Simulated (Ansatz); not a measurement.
Runs of Ansatz 0.2.0 on TiSi2. Symmetry: Fddd, No. 70, orthorhombic system. Conventional cell: a = 4.779 Å, b = 8.235 Å, c = 8.526 Å, α = 90.00°, β = 90.00°, γ = 90.00°. Ti (site symmetry 222) is surrounded by 10 Si at 2.55 to 2.78 Å. Si (site symmetry 2) has 5 Si at 2.52 to 2.79 Å and 5 Ti at 2.55 to 2.78 Å as nearest neighbours. The cell is a database's computed one.

```tsv
task	level	cell	smearing	points for each segment of the path	gap on the mesh (eV)	pressure (GPa)	relaxed volume (Å³/atom)	largest force (eV/Å)
band structure	LDA	as given	fermi-dirac 0.05 eV	14	none	-5.1	-	0.06
relaxation of cell and atoms	PBE+D3(BJ)	relaxed	fermi-dirac 0.05 eV	-	none	0.0	(b)	-
relaxation of cell and atoms	PBE	relaxed	fermi-dirac 0.05 eV	-	none	0.0	14.17	-
relaxation of cell and atoms	BLYP+D3(BJ)	relaxed	fermi-dirac 0.05 eV	-	none	0.0	(a)	0.01
single point	PBE	as given	gaussian 0.013 eV	-	none	2.1	-	0.01
band structure	PBE	as given	fermi-dirac 0.05 eV	14	none	2.1	-	0.02
relaxation of cell and atoms	revPBE+D4	relaxed	fermi-dirac 0.05 eV	-	none	0.0	13.59	-
single point	PBE	as given	gaussian 0.012 eV	-	none	2.1	-	0.01
```

Alike in all rows: potentials or basis Ansatz PAW; no spin polarisation; k mesh 7 × 7 × 7; cutoff (eV) 420.

Problem. Fill in the values left out.

Solution. (a) 13.42; (b) 13.56.

Caveats: the plane-wave basis is chosen anew once the cell has moved, so the energies of steps on either side of that aren't comparable (some runs); the PAW data sets come from PBE, with cores solved anew for the run's functional, which leaves a small shift of forces and pressure (some runs); pairwise dispersion overbinds metals, which lowers pressure and volume (some runs).

A gap of «none» marks a metal or a gap under the smearing width.
